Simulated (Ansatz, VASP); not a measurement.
One calculation of B, two programs

```
B
1.0
     1.87064    0.00000    0.00000
     0.00000    1.87064    0.00000
     0.00000    0.00000    1.87064
B
1
Cartesian
  0.0000 0.0000 0.0000
```

Alike in both runs: functional PBE; k mesh 20 × 20 × 20; occupations fermi-dirac, width 0.08 eV; no spin polarisation.

Ansatz relaxed the structure, and its values are those at the end. VASP's run is a single point on that final structure, the one shown.

|  | VASP | Ansatz |
| --- | --- | --- |
| version | VASP 6.6.1 | Ansatz 0.2.0 |
| potentials or method | VASP PAW PBE potentials, release 64 (B) | PAW with Ansatz's default frozen-core files, scalar-relativistic |
| plane-wave cutoff (eV) | 520 | 420 |
| valence electrons in the cell | 3 | 3 |

|  | VASP | Ansatz | Ansatz less VASP |
| --- | --- | --- | --- |
| pressure (GPa) | 5.9 | 5.9 | -0.04 |

The functional is the same, so the differences come from potentials, cutoffs and numerics.
